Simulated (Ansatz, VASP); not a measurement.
Given: the input of a run of Ansatz 0.2.0 on BN. The cell is a database's computed one, not the measured one.

File input.yaml:

```yaml
crystal:
  lattice:
    - [0.0, 1.813001, 1.813001]
    - [1.813001, 0.0, 1.813001]
    - [1.813001, 1.813001, 0.0]
  atoms:
    - { symbol: "N", position: [0.25, 0.25, 0.25] }
    - { symbol: B, position: [0.0, 0.0, 0.0] }
kpoints:
  mp_grid: { grid: [13, 13, 13] }
scf:
  occupations: { method: gaussian, width: 0.02 }
hamiltonian:
  xc: rpbe
  pseudopotentials: { kind: all_electron, lapw: { basis_error: 0.001 } }
output:
  forces: true
  stress: true
  eigenvalues: true
```

Potentials or basis: all-electron LAPW, scalar-relativistic.

The run is started by

```console
$ ansatz run input.yaml --threads 1 --pin off --max-ram 3072MiB --backend cpu --events-out ev --progress --plain --runs-dir out
```

**Question.** Set up the same calculation for VASP 6.6.1. Potentials or basis there: PBE PAW files B, N, release 54, 520 eV.

**Answer.** As run (cutoffs and basis follow the program's own potentials, and thresholds, step limits or extra output files can differ):

File INCAR:

```
PREC = Accurate ; ENCUT = 520
EDIFF = 1E-6 ; ISMEAR = 0
SIGMA = 0.02 ; LREAL = F
LASPH = T ; NELM = 100
ALGO = Fast ; ISIF = 2
LWAVE = F ; LCHARG = F
GGA = RP
```

Contents of KPOINTS:

```
Automatic mesh
0
Gamma
  13 13 13
```

Contents of POSCAR:

```
BN
1.0
    0.0000000000      1.8130010000      1.8130010000
    1.8130010000      0.0000000000      1.8130010000
    1.8130010000      1.8130010000      0.0000000000
N B
1 1
Direct
    0.2500000000      0.2500000000      0.2500000000
    0.0000000000      0.0000000000      0.0000000000
```

Potentials or basis: VASP PAW PBE potentials, release 54 (N, B).

Run with:

```console
$ cat potpaw_PBE.54/N/POTCAR potpaw_PBE.54/B/POTCAR > POTCAR
$ mpirun -np 1 vasp_std > vasp.out
```

Both were run:

|  | Ansatz | VASP |
| --- | --- | --- |
| Pressure | 5.4 GPa | 5.6 GPa |

VASP's potentials were made for PBE.

Where Ansatz's input types no cutoff or centring, it takes its own default and a Γ-centred mesh.

Pressure is positive in compression.
